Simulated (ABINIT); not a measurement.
A run of ABINIT 10.8.3 (patched build) is set up as follows.

Contents of run.abi:

```
pp_dirpath "./"
pseudos "Ta.GGA_PBE-JTH.xml, K.GGA_PBE-JTH.xml, O.GGA_PBE-JTH.xml"

acell 3*1.0 Angstrom
rprim
     3.9883000000     0.0000000000     0.0000000000
     0.0000000000     3.9883000000     0.0000000000
     0.0000000000     0.0000000000     3.9883000000
ntypat 3
znucl 73 19 8
natom 5
typat 1 2 3 3 3
xcart
     0.0000000000     0.0000000000     0.0000000000
     3.7683973514     3.7683973514     3.7683973514
     0.0000000000     0.0000000000     3.7683973514
     0.0000000000     3.7683973514     0.0000000000
     3.7683973514     0.0000000000     0.0000000000

ecut 625.861884 eV
pawecutdg 45.0

kptopt 1
ngkpt 9 9 9
nshiftk 1
shiftk 0.0 0.0 0.0

ixc 11

nband 24
occopt 3
tsmear 0.00183747

nstep 100
tolvrs 1.0e-9

iomode 3
prtwf 0
prtden 0
prteig 0
prtebands 0
enunit 2
```

Potentials or basis: JTH PAW PBE v2.0.

Command:

```bash
$ abinit run.abi > log 2>&1
```

Task: What does it give for the pressure?

Result: 5.5 GPa.

Task: Predict the band gap on the k mesh.

Result: 2.22 eV, indirect (least direct gap 2.80 eV).

Caveat: spin-orbit coupling is left out, which moves the levels of the heavy elements; an odd mesh through Γ misses points on the zone boundary, where band edges often lie; the atomic spheres overlap. As with any semilocal functional, this PBE gap is likely too small.
